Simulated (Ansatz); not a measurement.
# Sb2Se3 (La2O3 type): how the settings move a single-point run

How sensitive is a single-point run of Sb2Se3 (La2O3 type) to its settings? A reference run comes first, then one run with altered input.

Program: Ansatz 0.2.0. Level of theory: reference: DFT, PBE, all-electron LAPW, scalar-relativistic. These are calculated values, not measurements.

1 further run of the same task is left out (it didn't finish).

### 1 The system as given

Symmetry: P-3m1, No. 164, trigonal system. The conventional cell has a = 4.069 Å, b = 4.069 Å, c = 10.535 Å, α = 90.00°, β = 90.00°, γ = 120.00°. Around Sb (site symmetry 3m) lie 6 Se at 2.82 to 3.02 Å. Around Se (site symmetry -3m) lie 6 Sb at 3.02 Å. Se (site symmetry 3m) is surrounded by 3 Sb at 2.82 Å.

As a file:

```
Sb Se
1.0
     4.06945    0.00000    0.00000
    -2.03473    3.52425    0.00000
     0.00000    0.00000   10.53480
Sb Se
2 3
Direct
  0.33333 0.66667 0.17995
  0.66667 0.33333 0.82005
  0.00000 0.00000 0.00000
  0.33333 0.66667 0.67263
  0.66667 0.33333 0.32737
```

### 2 The reference run

input.yaml

```yaml
crystal:
  lattice:
    - [4.0694543721, 0.0, 0.0]
    - [-2.034727186, 3.5242508658, 0.0]
    - [0.0, 0.0, 10.5348044482]
  atoms:
    - { symbol: Sb, position: [0.3333333333, 0.6666666667, 0.1799456836] }
    - { symbol: Sb, position: [0.6666666667, 0.3333333333, 0.8200543164] }
    - { symbol: Se, position: [0.0, 0.0, 0.0] }
    - { symbol: Se, position: [0.3333333333, 0.6666666667, 0.672628085] }
    - { symbol: Se, position: [0.6666666667, 0.3333333333, 0.327371915] }
kpoints:
  mp_grid: { grid: [8, 8, 5] }
  band_path:
    path:
      - [0.0, 0.0, 0.0]
      - [0.5, 0.0, 0.0]
      - [0.3333333333, 0.3333333333, 0.0]
      - [0.0, 0.0, 0.0]
      - [0.0, 0.0, 0.5]
      - [0.5, 0.0, 0.5]
      - [0.3333333333, 0.3333333333, 0.5]
      - [0.0, 0.0, 0.5]
      - [0.5, 0.0, 0.5]
    npoints: 14
scf:
  occupations: { method: fermi_dirac, width: 0.03 }
hamiltonian:
  xc: pbe
  pseudopotentials: { kind: all_electron, lapw: { basis_error: 0.001 } }
output:
  forces: true
  stress: true
  eigenvalues: true
  fatbands: true
  populations: true
  dos: { projected: true, de: 0.2, e_range: [-14, 8] }
```

On the command line:

```console
$ ansatz run input.yaml --threads 2 --pin off --max-ram 5120MiB --backend cpu --events-out ev --progress --plain --runs-dir out
```

### 3 Changed: xc revpbe

Changes to input.yaml since step 2:

```diff
@@ -28,3 +28,3 @@
 hamiltonian:
-  xc: pbe
+  xc: revpbe
   pseudopotentials: { kind: all_electron, lapw: { basis_error: 0.001 } }
@@ -34,4 +34,2 @@
   eigenvalues: true
-  fatbands: true
   populations: true
-  dos: { projected: true, de: 0.2, e_range: [-14, 8] }
```

**Question.** What will these runs give? Wanted: for each run, ending; energy change; pressure; gap; force.

As calculated:

| run | ending | energy change | pressure (GPa) | gap (eV) | force (eV/Å) | cycles | time |
| --- | --- | --- | --- | --- | --- | --- | --- |
| reference | converged | - | 0.0 | 0.46 | 0.00 | 10 | 2 min |
| 1: xc revpbe | converged | not comparable | 1.0 | 0.50 | 0.04 | 11 | 88 s |

Times don't compare one to one where runs were asked for different outputs or read a saved state (see the inputs); cycles may leave out searches for a lower state.

Residual by cycle in the longest SCF loop of each run; runs are numbered as in the table. The quantity is the density residual dr2, in eV.

| cycle | reference | run 1 |
| --- | --- | --- |
| 1 | 2.3 | 2.33 |
| 2 | 0.476 | 0.49 |
| 3 | 0.228 | 0.234 |
| 4 | 0.0358 | 0.0373 |
| 5 | 8.1e-4 | 9.3e-4 |
| 6 | 1.2e-4 | 1.6e-4 |
| 7 | 1.7e-5 | 2.7e-5 |
| 8 | 4.9e-6 | 7.7e-6 |
| 9 | 2.5e-7 | 3.4e-7 |
| 10 | 5.8e-8 | 1.1e-7 |
| 11 | - | 2.1e-8 |

**Reading.** After a change of functional the difference of the totals has no physical meaning; the pressure goes from 0.0 to 1.0 GPa, the gap on the mesh goes from 0.46 to 0.50 eV and the largest force goes from 0.00 to 0.04 eV/Å. At this fixed cell a higher pressure means that this functional prefers a larger volume than the reference.
